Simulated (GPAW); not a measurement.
# CdO2 (P-3m1) in GPAW: equation of state

How stiff is CdO2 in PBEsol, and what volume does it want? The cell is scaled to several volumes.

All numbers are computed with GPAW 26.7.0; they aren't measurements. Logs are shortened: lines on timing, memory, paths and dates and some standing lists are left out, and cuts for length are marked. The log counts tension as positive stress, the text compression.

### Step 1. The structure

It takes space group P-3m1 (No. 164, trigonal). The conventional cell has a = 3.476 Å, b = 3.476 Å, c = 4.148 Å, α = 90.00°, β = 90.00°, γ = 120.00°. Cd (site symmetry -3m) is surrounded by 6 O at 2.25 Å. O (site symmetry 3m) has 3 Cd at 2.25 Å as nearest neighbours.

The cell comes from a database or a generator and needn't be the stable form of this composition.

### Step 2. Equation of state, PBEsol

run.py

```python
from ase import Atoms
from ase.eos import EquationOfState
from ase.io import Trajectory
from ase.units import GPa
from gpaw import GPAW, PW, setup_paths

setup_paths.insert(0, '.')

atoms = Atoms(['Cd', 'O', 'O'],
              cell=[[3.4762295762, 0.0, 0.0],
                    [-1.7381147881, 3.0105031223, 0.0],
                    [0.0, 0.0, 4.148076]],
              scaled_positions=[[0.0, 0.0, 0.0],
                                [0.3333333333, 0.6666666667, 0.244219],
                                [0.6666666667, 0.3333333333, 0.755781]],
              pbc=True)

traj = Trajectory('eos.traj', 'w')
volumes, energies = [], []
for x in [0.94, 0.96, 0.98, 1.0, 1.02, 1.04, 1.06]:
    a = atoms.copy()
    a.set_cell(atoms.cell * x**(1 / 3), scale_atoms=True)
    calc = GPAW(mode=PW(800),
                xc='PBEsol',
                kpts={'size': (9, 9, 7), 'gamma': True},
                occupations={'name': 'fermi-dirac', 'width': 0.05},
                nbands=22,
                convergence={'density': 1e-05, 'energy': 1e-05},
                maxiter=150,
                txt=f'eos-{x:.2f}.txt')
    a.calc = calc
    energies.append(a.get_potential_energy(force_consistent=True))
    volumes.append(a.get_volume())
    p = -a.get_stress()[:3].mean() / GPa
    calc.write(f'eos-{x:.2f}.gpw')
    traj.write(a)
    print(f'{x:.2f} {volumes[-1]:10.4f} A^3 {energies[-1]:14.6f} eV {p:9.3f} GPa', flush=True)

v0, e0, B = EquationOfState(volumes, energies, eos='birchmurnaghan').fit()
print(f'V0 = {v0:.4f} A^3, E0 = {e0:.6f} eV, B0 = {B / GPa:.2f} GPa')
```

Potentials or basis: PAW data sets generated in the run's folder for this functional, pw.

Run with:

```sh
> gpaw-setup -f PBEsol Cd O
> OMP_NUM_THREADS=1 python run.py
```

Log:

```text
__  _  _
 | _ |_)|_||  |
 |__||  | ||/\| - 26.7.0

Input parameters:
  mode=PW(ecut=800.0),
  convergence={'density': 1e-05, 'energy': 1e-05},
  kpts=MonkhorstPack(size=(9, 9, 7), gamma=True),
  maxiter=150,
  nbands=22,
  occupations=Occupations(name='fermi-dirac', width=0.05),
  xc=XC(name='PBEsol')

Diagonalizing LCAO Hamiltonian
Converting LCAO to pw mode

            O

         O

       Cd

Atoms  # Å, Bohr magnetons
|   | symbol |         x |        y |        z |    initial magnetic moments |
|---|--------|-----------|----------|----------|-----------------------------|
| 0 |     Cd |  0.000000 | 0.000000 | 0.000000 | ( 0.0000,  0.0000,  0.0000) |
| 1 |      O | -0.000000 | 1.979877 | 0.999348 | ( 0.0000,  0.0000,  0.0000) |
| 2 |      O |  1.714624 | 0.989939 | 3.092666 | ( 0.0000,  0.0000,  0.0000) |

Unit cell  # Å
| periodic |         x |        y |        z |  lengths |     angles |
|----------|-----------|----------|----------|----------|------------|
|      yes |  3.429248 | 0.000000 | 0.000000 | 3.429248 |  90.000000 |
|      yes | -1.714624 | 2.969816 | 0.000000 | 3.429248 |  90.000000 |
|      yes |  0.000000 | 0.000000 | 4.092014 | 4.092014 | 120.000000 |

Number of symmetries: 12
Symmetry operations  # r_c * U_cc + t_c -> r_c
|    | kind |            matrix            |
|----|------|------------------------------|
|  0 |  σ   |  1, 1, 0,  0,-1, 0,  0, 0, 1 |
|  1 |  S6  |  1, 1, 0, -1, 0, 0,  0, 0,-1 |
|  2 |  E   |  1, 0, 0,  0, 1, 0,  0, 0, 1 |
|  3 |  C2  |  1, 0, 0, -1,-1, 0,  0, 0,-1 |
|  4 |  C2  |  0, 1, 0,  1, 0, 0,  0, 0,-1 |
|  5 |  C3  |  0, 1, 0, -1,-1, 0,  0, 0, 1 |
|  6 |  S6  |  0,-1, 0,  1, 1, 0,  0, 0,-1 |
|  7 |  σ   |  0,-1, 0, -1, 0, 0,  0, 0, 1 |
|  8 |  σ   | -1, 0, 0,  1, 1, 0,  0, 0, 1 |
|  9 |  i   | -1, 0, 0,  0,-1, 0,  0, 0,-1 |
| 10 |  C3  | -1,-1, 0,  1, 0, 0,  0, 0, 1 |
| 11 |  C2  | -1,-1, 0,  0, 1, 0,  0, 0,-1 |

BZ-sampling:
  Number of BZ points: 567
  Number of IBZ points: 69

  Monkhorst-Pack size: [9, 9, 7]
  Monkhorst-Pack shift: [0, 0, 0]

K-points  # in reciprocal-cell coordinates
|     |                                coordinates |     weight |
|-----|--------------------------------------------|------------|
|   0 | (  0.00000000,   0.00000000,   0.00000000) | 0.00176367 |
|   1 | (  0.00000000,   0.00000000,   0.14285714) | 0.00352734 |
|   2 | (  0.00000000,   0.00000000,   0.28571429) | 0.00352734 |
|   3 | (  0.00000000,   0.00000000,   0.42857143) | 0.00352734 |
|   4 | (  0.11111111,   0.00000000,  -0.42857143) | 0.01058201 |
|   5 | (  0.11111111,   0.00000000,  -0.28571429) | 0.01058201 |
|   6 | (  0.11111111,   0.00000000,  -0.14285714) | 0.01058201 |
|   7 | (  0.11111111,   0.00000000,   0.00000000) | 0.01058201 |
|   8 | (  0.11111111,   0.00000000,   0.14285714) | 0.01058201 |
|   9 | (  0.11111111,   0.00000000,   0.28571429) | 0.01058201 |
| ... |                                            |            |
|  68 | (  0.44444444,   0.44444444,   0.42857143) | 0.02116402 |

Plane wave coefficients: 2169
Cutoff: 800.0 eV

Spin-components: 1 (collinear spins)
Bands:           22
Projectors:      16
Spin-degeneracy: 2
Datatype:        complex128

Parallelization:
  kpt:    1
  domain: 1
  band:   1

Density:
  Valence electrons: 24.0
  Components: 1
  Grid points: [24 24 27]
  Charge: 0.0  # |e|

Potential:
  Grid points: [24 24 27]

species:
  Cd:
    name:    Cadmium
    Z:       48.0
    valence: 12
    core:    36
    charge:  0.0  # [|e|]
    compensation charges:
      type: gauss
      rc: 0.38  # [Å]
      lmax: 2
    cutoffs:
      filter: 2.12  # [Å]
      core: 2.62  # [Å]
    projectors
    | kind |    occ | energy [eV] | rcut [Å] |
    |------|--------|-------------|----------|
    |   5s |  2.000 |      -5.696 |    1.191 |
    |   5p |  0.000 |      -1.145 |    1.228 |
    |   4d | 10.000 |     -11.735 |    1.164 |
    |    s |        |      21.516 |    1.191 |
    |    p |        |      26.066 |    1.228 |
    |    d |        |      15.476 |    1.164 |

    Using partial waves for Cd as LCAO basis

  O:
    name:    Oxygen
    Z:       8.0
    valence: 6
    core:    2
    charge:  0.0  # [|e|]
    compensation charges:
      type: gauss
      rc: 0.21  # [Å]
      lmax: 2
    cutoffs:
      filter: 1.17  # [Å]
      core: 0.83  # [Å]
    projectors
    | kind |    occ | energy [eV] | rcut [Å] |
    |------|--------|-------------|----------|
    |   2s |  2.000 |     -23.808 |    0.688 |
    |   2p |  4.000 |      -8.972 |    0.598 |
    |    s |        |       3.404 |    0.688 |
    |    p |        |      18.239 |    0.598 |
    |    d |        |       0.000 |    0.619 |

    Using partial waves for O as LCAO basis

Reference energy: -156170.244223  # eV

eigensolver:
  PPCG
  Converge bands: occupied
  niter=2

density mixing:
  MSR1-Mixer
  Pratt-step length: 0.05
  Maximum mixing coefficient: 0.75
  Old densities: 10
  SVD Regularization: 0.005
  Good broyden scale: 1.0
  Trust region scale: 1.0
  Backstep threshold: 4.0
  History deletion threshold: 6.0
  Fourier metric: weight=20.0, sigma=0.015

occupation numbers:
  Fermi-Dirac:
    width: 0.0500  # eV

poisson solver:
  ecut: 6400.0  # eV

xc functional:
  name: PBEsol with 2 nearest neighbor stencil

convergence criteria:
- Maximum integral of absolute [dens]ity change: 1e-05 electrons / valence electron
- Maximum [total energy] change in last 3 cyles: 1e-05 eV / valence electron
- Maximum integral of absolute [eigenst]ate change: 4e-08 eV^2 / valence electron
maximum number of iterations: 150

SCF iterations
|iter     | |      energy | eigst |  dens |
|---------|-|-------------|-------|-------|
|iter:   1| |  -13.929157 | -0.36 |       |
|iter:   2| |  -13.204033 | -2.09 | -0.96 |
|iter:   3| |  -12.126423 | -1.56 | -1.05 |
|iter:   4| |  -12.081032 | -3.20 | -1.48 |
|iter:   5| |  -12.069807 | -3.39 | -1.68 |
|iter:   6| |  -12.069399 | -4.41 | -2.40 |
|iter:   7| |  -12.069425 | -5.92 | -3.08 |
|iter:   8| |  -12.069430c| -6.96 | -3.58 |
|iter:   9| |  -12.069431c| -7.92c| -4.22 |
|iter:  10| |  -12.069431c| -8.23c| -4.92 |
|iter:  11| |  -12.069431c| -8.86c| -5.38c|

Converged in 11 steps
Energy contributions relative to reference atoms: (reference = -156170.244223)

Energy contributions:
  Kinetic:          13.924116
  Coulomb:         -14.093716
  Zero:              0.461140
  External:          0.000000
  Xc:              -12.342293
  Entropy:          -0.037354
  Spinorbit:         0.000000
  ----------------------------
  Free energy:     -12.088108
  Extrapolated:    -12.069431

dipole moment: (-5.651141, -9.788063, -13.486659)  # |e|*Ang

Fermi level: 2.649
Eigenvalues  # (at kpt = [0.000, 0.000, 0.000])
| band index |      eig [eV] | occ [0-2] |
|------------|---------------|-----------|
|          0 |       -14.684 |     2.000 |
|        ... |               |           |
|          5 |        -3.689 |     2.000 |
|          6 |        -3.689 |     2.000 |
|          7 |         0.387 |     2.000 |
|          8 |         1.580 |     2.000 |
|          9 |         1.580 |     2.000 |
|         10 |         2.612 |     1.351 |
[... 9 lines left out ...]
|         20 |        22.548 |     0.000 |
|         21 |        22.548 |     0.000 |

No gap
No difference between direct/indirect transitions

Stress tensor  # eV/Ang^3
|        x |         y |         z |
|----------|-----------|-----------|
| 0.054472 | -0.000000 |  0.000000 |
| 0.000000 |  0.054472 | -0.000000 |
| 0.000000 | -0.000000 |  0.049915 |

# Writing to eos-0.96.gpw (mode='')
```

eos-0.94.txt:

```text
SCF iterations
|iter     | |      energy | eigst |  dens |
|---------|-|-------------|-------|-------|
|iter:   1| |  -14.008335 | -0.35 |       |
|iter:   2| |  -13.272579 | -2.09 | -0.96 |
|iter:   3| |  -12.165635 | -1.55 | -1.05 |
|iter:   4| |  -12.122041 | -3.22 | -1.49 |
|iter:   5| |  -12.111078 | -3.41 | -1.69 |
[... 34 lines left out ...]
|          9 |         1.769 |     2.000 |
|         10 |         2.860 |     1.310 |
[... 9 lines left out ...]
|         20 |        22.973 |     0.000 |
|         21 |        22.973 |     0.000 |

No gap
No difference between direct/indirect transitions

Stress tensor  # eV/Ang^3
|        x |         y |         z |
|----------|-----------|-----------|
| 0.041896 |  0.000000 |  0.000000 |
| 0.000000 |  0.041896 | -0.000000 |
| 0.000000 | -0.000000 |  0.043579 |

# Writing to eos-0.94.gpw (mode='')
```

Run time: 6.3 min. Hardware: 1 thread of Arm Neoverse V2, shared host; peak memory 0.38 GiB.

Results:

- Equilibrium volume: 12.75 Å³/atom (rough: see the caveat)
- Bulk modulus at fixed shape and positions: 122 GPa (rough)

Energy against volume, from the lowest point:
```csv
volume (Å³/atom),energy (meV/atom)
13.602,0.00
13.891,13.58
14.181,30.02
14.470,48.92
14.760,69.94
15.049,92.77
15.338,117.19
```

Caveat: the minimum lies outside the volumes run; the cell was scaled at fixed shape and fractional positions, which overstates the stiffness of a crystal with free parameters, most of all of layers and chains.
